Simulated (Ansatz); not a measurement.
Recipe of this trial structure of Li: 4-, 6-connected net of one element (I4_1/amd, No. 141). The dimensions are guesses.

Space group I4_1/amd:1 (No. 141). a = 6.789 Å, b = 6.789 Å, c = 4.701 Å, α = 90.00°, β = 90.00°, γ = 90.00°
| atom | site | symmetry | x | y | z |
| --- | --- | --- | --- | --- | --- |
| Li | 4a | -4m2 | 0.0000 | 0.0000 | 0.0000 |
| Li | 8d | .2/m. | 0.0000 | 0.7500 | 0.6250 |

Computed with Ansatz 0.2.0, DFT PBE, scalar-relativistic, plane waves, PAW. Cutoff 420 eV, Gaussian smearing, Γ-centred meshes. Cell and atoms relax on a converged mesh. In metals the finer mesh still leaves noise of several meV/atom or more. The steps can't lower the symmetry of their start. No spin polarisation.

A guess keeps its type if space group and coordination stay and the shape of the cell changes little (axis ratios within about 15 %, angles within 6°); the volume may change.

Question: Will the relaxed cell still be of the starting type?

Answer: It doesn't keep its type. The symmetry goes from I4_1/amd (No. 141) to Fd-3m (No. 227). The volume per atom grows by 18.1 %, from 18.1 to 21.3 Å³. The shortest distance goes from 2.45 Å (Li–Li) to 2.83 Å (Li–Li). Counting neighbours within 15 % of an atom's shortest distance, the start has Li 4/6 and the end Li 6/16. In detail, at the end Li on a site of symmetry -43m has 16 Li at 3.32–3.46 Å; Li on a site of symmetry -3m has 6 Li at 2.83 Å and 6 Li at 3.32 Å.

```
CELL_PARAMETERS angstrom
0.00000 3.99944 3.99944
3.99944 0.00000 3.99944
3.99944 3.99944 0.00000
ATOMIC_POSITIONS crystal
Li 0.00000 0.00000 0.00000
Li 0.25000 0.25000 0.25000
Li 0.62500 0.62500 0.12500
Li 0.62500 0.12500 0.62500
Li 0.12500 0.62500 0.62500
Li 0.62500 0.62500 0.62500
```

The last run used a 10×10×10 mesh for its 6-atom cell and Gaussian smearing of 0.10 eV. The end has I4_1/amd (No. 141) at a tolerance of 0.01 Å; the cell shown is made exact in the group found at 0.05 Å. A structure relaxed within its symmetry needn't be a true minimum. Another cell of Li relaxed alike, in Fm-3m, lies 50 meV/atom lower, so this cell isn't the stable form at this level.

In counts of neighbours, a slash parts the counts of unlike sites.
